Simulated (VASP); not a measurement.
# A VASP 6.6.1 single-point calculation on SiC

INCAR

```
NSW = 0
ISIF = 2
IBRION = -1
ENCUT = 250
NBANDS = 16
NELM = 120
PREC = Accurate
LASPH = .TRUE.
ISMEAR = -1
GGA = CA
SIGMA = 0.02
LCHARG = .FALSE.
NELECT = 16.1
LWAVE = .FALSE.
LREAL = .FALSE.
EDIFF = 1E-7
```

KPOINTS

```
KPOINTS created by Atomic Simulation Environment
0
Gamma
8 8 4
0 0 0
```

POSCAR

```
Si C
 1.0000000000000000
     3.1400999999999999   -0.0053000000000000   -0.0082000000000000
    -1.5746000000000000    2.6591000000000000   -0.0410000000000000
    -0.0135000000000000   -0.0854000000000000    4.9428000000000001
 Si  C
   2   2
Cartesian
  0.0482460999999999  1.7141924700000002  0.0280813400000000
  1.5877503300000000  0.7843729699999999  2.3518480999999998
  0.0108834500000000  2.0795319999999999  1.7267291199999999
  1.5650205299999997  0.8143128999999999  4.3096424400000002
```

The recommended LDA PAW datasets give the neutral cell 16 valence electrons.

Command

```
mpirun -np 1 vasp_std
```

**Question.** Predict the outcome of this run.

**Answer.** It converged. Results: pressure 8.1 GPa; largest force 16.61 eV/Å.

OSZICAR

```
N       E                     dE             d eps       ncg     rms          rms(c)
DAV:   1     0.460644725529E+01    0.46064E+01   -0.45431E+03  4312   0.496E+02
DAV:   2    -0.325407693303E+02   -0.37147E+02   -0.34895E+02  5952   0.120E+02
DAV:   3    -0.337780944790E+02   -0.12373E+01   -0.12350E+01  5192   0.205E+01
DAV:   4    -0.337846749662E+02   -0.65805E-02   -0.65798E-02  5672   0.176E+00
DAV:   5    -0.337847311175E+02   -0.56151E-04   -0.56150E-04  5192   0.151E-01    0.147E+01
DAV:   6    -0.293976392959E+02    0.43871E+01   -0.63553E+00  5432   0.166E+01    0.682E+00
DAV:   7    -0.292006046946E+02    0.19703E+00   -0.13683E+00  5808   0.703E+00    0.261E+00
DAV:   8    -0.291576673990E+02    0.42937E-01   -0.70737E-02  5080   0.166E+00    0.877E-01
DAV:   9    -0.291520633497E+02    0.56040E-02   -0.79438E-03  5776   0.649E-01    0.183E-01
DAV:  10    -0.291520054632E+02    0.57886E-04   -0.72212E-04  4824   0.180E-01    0.886E-02
DAV:  11    -0.291520076221E+02   -0.21589E-05   -0.48077E-05  5848   0.462E-02    0.310E-02
DAV:  12    -0.291520063003E+02    0.13218E-05   -0.72664E-06  5472   0.195E-02    0.140E-02
DAV:  13    -0.291520062962E+02    0.41164E-08   -0.11507E-06  5336   0.708E-03    0.127E-03
DAV:  14    -0.291520062878E+02    0.84478E-08   -0.74764E-08  2624   0.191E-03
   1 F= -.29152006E+02 E0= -.29151873E+02  d E =-.265867E-03
```

Standard output (part)

```
POSCAR found type information on POSCAR SiC
 POSCAR found :  2 types and       4 ions
 LDA part: xc-table for (Slater(with rela. corr.)+CA(PZ))
 , standard interpolation
 POSCAR, INCAR and KPOINTS ok, starting setup
 WAVECAR not read
 entering main loop
 the old and the new charge density differ
    0.147E+01
```

The cell is charged and sits in a uniform background.

For comparison, a separate LDA run of the intended cell, on usual settings and not on those above, gives a gap of 1.39 eV on its mesh and a pressure of 19.5 GPa.
